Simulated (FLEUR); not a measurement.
# Pd (Fm-3m) in FLEUR: further runs

The runs below take Pd through band structure, equation of state, with PW91.

All numbers are computed with FLEUR MaX-R8.1 (patched build s14); they aren't measurements. Logs are shortened: lines on timing, memory, paths and dates and some standing lists are left out, and cuts for length are marked.

## (1) The structure

It takes space group Fm-3m (No. 225, cubic). The conventional cell has a = 3.893 Å, b = 3.893 Å, c = 3.893 Å, α = 90.00°, β = 90.00°, γ = 90.00°. Around Pd (site symmetry m-3m) lie 12 Pd at 2.75 Å.

## (2) Band structure, PW91

File inp.xml:

```xml
<?xml version="1.0" encoding="UTF-8" standalone="no"?>
<fleurInput fleurInputVersion="0.39">
   <comment>
      Pd                                                                                                  
   </comment>
   <calculationSetup>
      <cutoffs Kmax="3.8" Gmax="11.8" GmaxXC="11.8" numbands="0"/>
      <scfLoop itmax="60" minDistance="0.00001" maxIterBroyd="15" imix="Anderson" alpha="0.05" precondParam="0.0" spinf="2.0"/>
      <coreElectrons ctail="T" frcor="F" kcrel="0" coretail_lmax="0"/>
      <xcFunctional name="pw91" relativisticCorrections="F"/>
      <magnetism jspins="1"/>
      <soc l_soc="F" theta="0.0" phi="0.0" spav="F"/>
      <expertModes spex="0" secvar="F"/>
      <geometryOptimization l_f="F" forcealpha="1.0" forcemix="BFGS" epsdisp="0.00001" epsforce="0.00001"/>
      <ldaU l_linMix="F" mixParam="0.05" spinf="1.0"/>
   </calculationSetup>
   <cell>
      <bzIntegration valenceElectrons="18.0" mode="hist" fermiSmearingEnergy="0.00183747">
         <kPointListSelection listName="default-1"/>
         <!-- k-points included here -->
         <xi:include xmlns:xi="http://www.w3.org/2001/XInclude" href="kpts.xml"> </xi:include>
      </bzIntegration>
      <!-- symmetry operations included here -->
      <xi:include xmlns:xi="http://www.w3.org/2001/XInclude" href="sym.xml"> </xi:include>
      <bulkLattice scale="1.0">
         <bravaisMatrix>
            <row-1>    0.0000000000000000     3.6783519015338997     3.6783519015338997</row-1>
            <row-2>    3.6783519015338997     0.0000000000000000     3.6783519015338997</row-2>
            <row-3>    3.6783519015338997     3.6783519015338997     0.0000000000000000</row-3>
         </bravaisMatrix>
      </bulkLattice>
   </cell>
   <atomSpecies>
      <species name="Palladium (Pd)" element="Pd" atomicNumber="46">
         <mtSphere radius="2.41" gridPoints="797" logIncrement="0.016"/>
         <atomicCutoffs lmax="10" lnonsphr="8"/>
         <electronConfig flipSpins="F">
            <coreConfig>(1s1/2) (2s1/2) (2p1/2) (2p3/2) (3s1/2) (3p1/2) (3p3/2) (3d3/2) (3d5/2)</coreConfig>
            <valenceConfig>(4s1/2) (4p1/2) (4p3/2) (5s1/2) (4d3/2) (4d5/2)</valenceConfig>
            <stateOccupation state="(5s1/2)" spinUp="0.500000" spinDown="0.500000"/>
            <stateOccupation state="(4d3/2)" spinUp="1.800000" spinDown="1.800000"/>
            <stateOccupation state="(4d5/2)" spinUp="2.700000" spinDown="2.700000"/>
         </electronConfig>
         <energyParameters s="5" p="5" d="4" f="4"/>
         <lo type="SCLO" l="0" n="4" eDeriv="0"/>
         <lo type="SCLO" l="1" n="4" eDeriv="0"/>
         <lo type="SCLO" l="1" n="4" eDeriv="1"/>
         <lo type="SCLO" l="2" n="4" eDeriv="2"/>
         <lo type="SCLO" l="3" n="4" eDeriv="2"/>
      </species>
   </atomSpecies>
   <atomGroups>
      <atomGroup species="Palladium (Pd)">
         <relPos label="                   1">.0000000000 .0000000000 .0000000000</relPos>
         <force calculate="T" relaxXYZ="TTT"/>
      </atomGroup>
   </atomGroups>
   <output dos="F" band="F" slice="F">
      <checks vchk="F" cdinf="F"/>
      <bandDOS minEnergy="-.5*Htr" maxEnergy="0.5*Htr" sigma="0.015" storeEVData="T"/>
      <vacuumDOS vacdos="F" integ="F" star="F" nstars="0" locx1="0.0" locy1="0.0" locx2="0.0" locy2="0.0" nstm="0" tworkf="0.0"/>
      <unfoldingBand unfoldBand="F" supercellX="1" supercellY="1" supercellZ="1"/>
      <plotting iplot="0" polar="F">
         <plot TwoD="T" vec1="  1.0  0.0  0.0" vec2="  0.0  1.0  0.0" vec3="  0.0  0.0  1.0" zero="  0.0  0.0  0.0" file="plot"/>
      </plotting>
      <chargeDensitySlicing numkpt="0" minEigenval="0.0" maxEigenval="0.0" nnne="0" pallst="F"/>
      <specialOutput eonly="F"/>
      <magneticCircularDichroism mcd="F" energyLo="-10.0" energyUp="0.0"/>
   </output>
  <!-- We include the file relax.xml here to enable relaxations (see documentation) -->
  <xi:include xmlns:xi="http://www.w3.org/2001/XInclude" href="relax.xml"> <xi:fallback/> </xi:include>
</fleurInput>
```

File crystal.txt:

```
Pd
&input cartesian=F /
0.0000000000  1.9465000000  1.9465000000
1.9465000000  0.0000000000  1.9465000000
1.9465000000  1.9465000000  0.0000000000
1.8897261246
1.0 1.0 1.0

1
46 0.0000000000  0.0000000000  0.0000000000

&kpt div1=12 div2=12 div3=12 gamma=T /
```

File inp.xml (bands):

```
<?xml version="1.0" encoding="UTF-8" standalone="no"?>
<fleurInput fleurInputVersion="0.39">
   <comment>
      Pd                                                                                                  
   </comment>
   <calculationSetup>
      <cutoffs Kmax="3.8" Gmax="11.8" GmaxXC="11.8" numbands="0"/>
      <scfLoop itmax="60" minDistance="0.00001" maxIterBroyd="15" imix="Anderson" alpha="0.05" precondParam="0.0" spinf="2.0"/>
      <coreElectrons ctail="T" frcor="F" kcrel="0" coretail_lmax="0"/>
      <xcFunctional name="pw91" relativisticCorrections="F"/>
      <magnetism jspins="1"/>
      <soc l_soc="F" theta="0.0" phi="0.0" spav="F"/>
      <expertModes spex="0" secvar="F"/>
      <geometryOptimization l_f="F" forcealpha="1.0" forcemix="BFGS" epsdisp="0.00001" epsforce="0.00001"/>
      <ldaU l_linMix="F" mixParam="0.05" spinf="1.0"/>
   </calculationSetup>
   <cell>
      <bzIntegration valenceElectrons="18.0" mode="hist" fermiSmearingEnergy="0.00183747">
         <kPointListSelection listName="path-1"/>
         <!-- k-points included here -->
         <xi:include xmlns:xi="http://www.w3.org/2001/XInclude" href="kpts.xml"> </xi:include>
      </bzIntegration>
      <!-- symmetry operations included here -->
      <xi:include xmlns:xi="http://www.w3.org/2001/XInclude" href="sym.xml"> </xi:include>
      <bulkLattice scale="1.0">
         <bravaisMatrix>
            <row-1>    0.0000000000000000     3.6783519015338997     3.6783519015338997</row-1>
            <row-2>    3.6783519015338997     0.0000000000000000     3.6783519015338997</row-2>
            <row-3>    3.6783519015338997     3.6783519015338997     0.0000000000000000</row-3>
         </bravaisMatrix>
      </bulkLattice>
   </cell>
   <atomSpecies>
      <species name="Palladium (Pd)" element="Pd" atomicNumber="46">
         <mtSphere radius="2.41" gridPoints="797" logIncrement="0.016"/>
         <atomicCutoffs lmax="10" lnonsphr="8"/>
         <electronConfig flipSpins="F">
            <coreConfig>(1s1/2) (2s1/2) (2p1/2) (2p3/2) (3s1/2) (3p1/2) (3p3/2) (3d3/2) (3d5/2)</coreConfig>
            <valenceConfig>(4s1/2) (4p1/2) (4p3/2) (5s1/2) (4d3/2) (4d5/2)</valenceConfig>
            <stateOccupation state="(5s1/2)" spinUp="0.500000" spinDown="0.500000"/>
            <stateOccupation state="(4d3/2)" spinUp="1.800000" spinDown="1.800000"/>
            <stateOccupation state="(4d5/2)" spinUp="2.700000" spinDown="2.700000"/>
         </electronConfig>
         <energyParameters s="5" p="5" d="4" f="4"/>
         <lo type="SCLO" l="0" n="4" eDeriv="0"/>
         <lo type="SCLO" l="1" n="4" eDeriv="0"/>
         <lo type="SCLO" l="1" n="4" eDeriv="1"/>
         <lo type="SCLO" l="2" n="4" eDeriv="2"/>
         <lo type="SCLO" l="3" n="4" eDeriv="2"/>
      </species>
   </atomSpecies>
   <atomGroups>
      <atomGroup species="Palladium (Pd)">
         <relPos label="                   1">.0000000000 .0000000000 .0000000000</relPos>
         <force calculate="T" relaxXYZ="TTT"/>
      </atomGroup>
   </atomGroups>
   <output dos="F" band="T" slice="F">
      <checks vchk="F" cdinf="F"/>
      <bandDOS minEnergy="-.5*Htr" maxEnergy="0.5*Htr" sigma="0.015" storeEVData="T"/>
      <vacuumDOS vacdos="F" integ="F" star="F" nstars="0" locx1="0.0" locy1="0.0" locx2="0.0" locy2="0.0" nstm="0" tworkf="0.0"/>
      <unfoldingBand unfoldBand="F" supercellX="1" supercellY="1" supercellZ="1"/>
      <plotting iplot="0" polar="F">
         <plot TwoD="T" vec1="  1.0  0.0  0.0" vec2="  0.0  1.0  0.0" vec3="  0.0  0.0  1.0" zero="  0.0  0.0  0.0" file="plot"/>
      </plotting>
      <chargeDensitySlicing numkpt="0" minEigenval="0.0" maxEigenval="0.0" nnne="0" pallst="F"/>
      <specialOutput eonly="F"/>
      <magneticCircularDichroism mcd="F" energyLo="-10.0" energyUp="0.0"/>
   </output>
  <!-- We include the file relax.xml here to enable relaxations (see documentation) -->
  <xi:include xmlns:xi="http://www.w3.org/2001/XInclude" href="relax.xml"> <xi:fallback/> </xi:include>
</fleurInput>
```

Potentials or basis: all-electron, FLAPW.

Launch:

```console
> inpgen -f crystal.txt -profile fastHighL
> # inp.xml edited to the form shown
> fleur
> fleur   # second run, on inp.xml (bands)
```

Output:

```text
Welcome to FLEUR        (www.flapw.de)
      MaX-Release 8.1          (www.max-centre.eu)

 ========== k-point set info ==========
 Selected k-point list: default-1
 k-point list type: mesh
 12 x 12 x 12
 Number of k points: 72

 ------------Calculation Setup---------------------------
 Number of OMP-threads    :            1
 Number of basis functions:          135
 Approximate size of matrices (H+S) per k-point:         0.000 GB
 --------------------------------------------------------
 Iteration:     1   Distance:      12.74765125 me/bohr^3
 Iteration:     2   Distance:      11.05367842 me/bohr^3
 Iteration:     3   Distance:       4.34065713 me/bohr^3
 Iteration:     4   Distance:       2.07177291 me/bohr^3
 Iteration:     5   Distance:       2.02344317 me/bohr^3
 Iteration:     6   Distance:       0.38003291 me/bohr^3
 Iteration:     7   Distance:       0.17616348 me/bohr^3
 Iteration:     8   Distance:       0.01260141 me/bohr^3
 Iteration:     9   Distance:       0.00671673 me/bohr^3
 Iteration:    10   Distance:       0.00111741 me/bohr^3
 Iteration:    11   Distance:       0.00130907 me/bohr^3
 Iteration:    12   Distance:       0.00009416 me/bohr^3
 Iteration:    13   Distance:       0.00006454 me/bohr^3
 Iteration:    14   Distance:       0.00000324 me/bohr^3

 ********************************************************************
 Run finished successfully
 Stop message:
   all done
 ********************************************************************
```

output (bands):

```text
Welcome to FLEUR        (www.flapw.de)
      MaX-Release 8.1          (www.max-centre.eu)

 ========== k-point set info ==========
 Selected k-point list: path-1
 k-point list type: path
 Number of k points: 60

 ------------Calculation Setup---------------------------
 Number of OMP-threads    :            1
 Number of basis functions:          135
 Approximate size of matrices (H+S) per k-point:         0.000 GB
 --------------------------------------------------------
 Fermi energy correction for metals:
 Fermi energy in bands.* files may not be consistent with last density.
 Please correct it manually (e.g. in band.gnu file).

 Note: Band structure data (together with different weights) is also stored in the banddos.hdf file.
       A convenient way of extracting and plotting the data from that file is by making use of the

 ********************************************************************
 Run finished successfully
 Stop message:
   Charge density postprocessing done.
 ********************************************************************
```

out.xml (last iteration):

```text
<iteration numberForCurrentRun="   14" overallNumber="   14">
         <energyParameters units="Htr">
            <atomicEP atomType="1" spin="1" branch="5s" branchLowest="-2.69" branchHighest="1.95" value="0.2838341823"/>
            <atomicEP atomType="1" spin="1" branch="5p" branchLowest="-1.41" branchHighest="2.65" value="0.4190156275"/>
            <atomicEP atomType="1" spin="1" branch="4d" branchLowest="-11.53" branchHighest="0.50" value="0.3004413759"/>
            <atomicEP atomType="1" spin="1" branch="4f" branchLowest="-9.99" branchHighest="2.47" value="0.7158558479"/>
            <loAtomicEP atomType="1" spin="1" branch="4s" branchLowest="-22.94" branchHighest="-2.69" value="-2.7029509076"/>
            <loAtomicEP atomType="1" spin="1" branch="4p" branchLowest="-18.53" branchHighest="-1.41" value="-1.4477334847"/>
            <loAtomicEP atomType="1" spin="1" branch="4p" branchLowest="-18.53" branchHighest="-1.41" value="-1.4477334847"/>
            <loAtomicEP atomType="1" spin="1" branch="4d" branchLowest="-11.53" branchHighest="0.50" value="0.2941705790"/>
            <loAtomicEP atomType="1" spin="1" branch="4f" branchLowest="-9.99" branchHighest="2.47" value="0.7158540290"/>
         </energyParameters>
         <eigenvalues>
            <eigenvaluesAt spin="1" ikpt="1" k_x="0.00000000" k_y="0.00000000" k_z="0.00000000">
                      -2.7049392157       -1.4368679684       -1.4368679684       -1.4368679684        0.1246758030
                       0.2822175029        0.2822175029        0.2822175029        0.3416411149        0.3416411149
                       1.0144724901        1.1863545383        1.1863545383        1.1863545383        1.3947259750
            </eigenvaluesAt>
            <eigenvaluesAt spin="1" ikpt="2" k_x="0.00000000" k_y="0.00000000" k_z="0.08333333">
                      -2.7048070841       -1.4379072231       -1.4370200200       -1.4370200200        0.1338907692
                       0.2790651189        0.2853231292        0.2853231292        0.3400670443        0.3400670443
                       1.0238117457        1.1347191672        1.1970205786        1.1970205786        1.4162755767
            </eigenvaluesAt>
            <eigenvaluesAt spin="1" ikpt="3" k_x="0.00000000" k_y="0.00000000" k_z="0.16666667">
                      -2.7044437005       -1.4407137756       -1.4374229913       -1.4374229913        0.1587978459
                       0.2736822379        0.2916341235        0.2916341235        0.3391362654        0.3391362654
                       1.0191438717        1.0630013117        1.2251820934        1.2251820934        1.3514716758
            </eigenvaluesAt>
            <eigenvaluesAt spin="1" ikpt="4" k_x="0.00000000" k_y="0.00000000" k_z="0.25000000">
                      -2.7039449997       -1.4445171452       -1.4379700743       -1.4379700743        0.1864620372
                       0.2815033112        0.2929467958        0.2929467958        0.3470916481        0.3470916481
                       0.9206359088        1.0534605160        1.2508257720        1.2508257720        1.3333919215
            </eigenvaluesAt>
         </eigenvalues>
         <bandgap value="0.0019805954" units="eV"/>
         <sumValenceSingleParticleEnergies value="-11.1577593344" units="Htr"/>
         <FermiEnergy value="0.3861652287" units="Htr"/>
         <valenceDensity>
            <mtCharges spin="1">
               <mtCharge atomType="1" total="16.6213818" s="2.3357118" p="6.2430172" d="7.9982762" f="0.0345470"/>
            </mtCharges>
            <spinDependentCharge spin="1" total="18.0000000" interstitial="1.3786182" mtSpheres="16.6213818"/>
            <totalCharge value="18.0000000000"/>
         </valenceDensity>
         <coreStates atomType="     1" atomicNumber=" 46" spin="1" kinEnergy="   5098.3123748577" eigValSum="  -3000.6934224033" lostElectrons=" 0.000000">
            <state n="1" l="0" j="0.5" energy="-887.2904751747" weight="1.0000000000"/>
            <state n="2" l="0" j="0.5" energy="-129.1584771672" weight="1.0000000000"/>
            <state n="2" l="1" j="0.5" energy="-119.7817405373" weight="1.0000000000"/>
            <state n="2" l="1" j="1.5" energy="-113.9211859433" weight="2.0000000000"/>
            <state n="3" l="0" j="0.5" energy="-22.9361802313" weight="1.0000000000"/>
            <state n="3" l="1" j="0.5" energy="-19.2349545228" weight="1.0000000000"/>
            <state n="3" l="1" j="1.5" energy="-18.2134001930" weight="2.0000000000"/>
            <state n="3" l="2" j="1.5" energy="-11.6573678771" weight="2.0000000000"/>
            <state n="3" l="2" j="2.5" energy="-11.4536585138" weight="3.0000000000"/>
         </coreStates>
         <allElectronCharges>
            <spinDependentCharge spin="1" total="46.0000000" interstitial="1.3786182" mtSpheres="44.6213818"/>
            <totalCharge value="45.9999999986"/>
         </allElectronCharges>
         <totalEnergy                                    value="    -5047.8556137843" units="Htr">
            <sumOfEigenvalues                            value="    -3011.8511817377">
               <coreElectrons value="-3000.6934224033"/>
               <valenceElectrons value="-11.1577593344"/>
            </sumOfEigenvalues>
            <densityCoulombPotentialIntegral value="-8094.8479341262"/>
            <densityEffectivePotentialIntegral value="-8283.8722124343"/>
            <chargeDenXCDenIntegral value="-145.0332055985"/>
            <FockExchangeEnergyValence value="0.0000000000"/>
            <FockExchangeEnergyCore value="0.0000000000"/>
            <atomTypeDependentContributions atomType="1">
               <electronNucleiInteractionDifferentMTs value="6105.1722955674"/>
               <MadelungTerm value="-22.2471762518"/>
            </atomTypeDependentContributions>
            <tkbTimesEntropy value="0.0007178384"/>
            <freeEnergy value="-5047.8563316226"/>
            <extrapolationTo0K value="-5047.8559727034"/>
         </totalEnergy>
         <densityConvergence units="me/bohr^3">
            <chargeDensity spin="1" distance="0.0000032377"/>
         </densityConvergence>
      </iteration>
```

Wall time 6.4 s (1 thread of Intel Xeon 6975P-C (Granite Rapids), shared host); peak memory 0.05 GiB.

Results:

```yaml
Free_energy: -137359.1684 eV
Band_gap_along_the_path: none (metal or under the smearing width)
Valence_electrons_inside_the_program's_atomic_spheres: Pd 16.62 (radii Pd 2.41 bohr)
```

Levels at the corners of the path, in eV from the Fermi level:
```
point  band 7  band 8  band 9  band 10  band 11  band 12
    Γ   -2.83   -2.83   -1.21    -1.21    17.10    21.77
    X   -0.03    0.31    0.31     3.38    10.79    13.19
    W   -3.37   -1.31    0.31     8.94     8.94    10.38
    K   -1.95   -0.94   -0.15     7.15     8.11    10.86
    Γ   -2.83   -2.83   -1.21    -1.21    17.10    21.77
    L   -2.88   -0.01   -0.01     1.07     7.33    16.50
    U   -1.95   -0.94   -0.15     7.15     8.11    10.86
    W   -3.37   -1.31    0.31     8.94     8.94    10.38
    L   -2.88   -0.01   -0.01     1.07     7.33    16.50
    K   -1.95   -0.94   -0.15     7.15     8.11    10.86
    U   -1.95   -0.94   -0.15     7.15     8.11    10.86
    X   -0.03    0.31    0.31     3.38    10.79    13.19
```

Core levels (eV from the Fermi level):
| atom | levels |
| --- | --- |
| 1 Pd | 1s1/2 -24154.9, 2s1/2 -3525.1, 2p1/2 -3269.9, 2p3/2 -3110.5, 3s1/2 -634.6, 3p1/2 -533.9, 3p3/2 -506.1, 3d3/2 -327.7, 3d5/2 -322.2 |

## (3) Equation of state, PW91, 13.87 Å³/atom (volume scaled by 0.94)

Edit inp.xml of step 2 so:

```diff
@@ -24,3 +24,3 @@
       <xi:include xmlns:xi="http://www.w3.org/2001/XInclude" href="sym.xml"> </xi:include>
-      <bulkLattice scale="1.0">
+      <bulkLattice scale="0.9795861087">
          <bravaisMatrix>
@@ -34,3 +34,3 @@
       <species name="Palladium (Pd)" element="Pd" atomicNumber="46">
-         <mtSphere radius="2.41" gridPoints="797" logIncrement="0.016"/>
+         <mtSphere radius="2.36" gridPoints="797" logIncrement="0.016"/>
          <atomicCutoffs lmax="10" lnonsphr="8"/>
```

Potentials or basis: all-electron, FLAPW.

Launch:

```console
> inpgen -f crystal.txt -profile fastHighL
> # inp.xml edited to the form shown
> fleur
```

It took 5.3 s on 1 thread of Intel Xeon 6975P-C (Granite Rapids), shared host; peak memory 0.09 GiB.

The run converged. Its results:

- Free energy: -137359.0798 eV
- Band gap on the k mesh: none (metal or under the smearing width)
- Valence electrons inside the program's atomic spheres: Pd 16.55 (radii Pd 2.36 bohr)

(Part 1 of 2 ends here.)
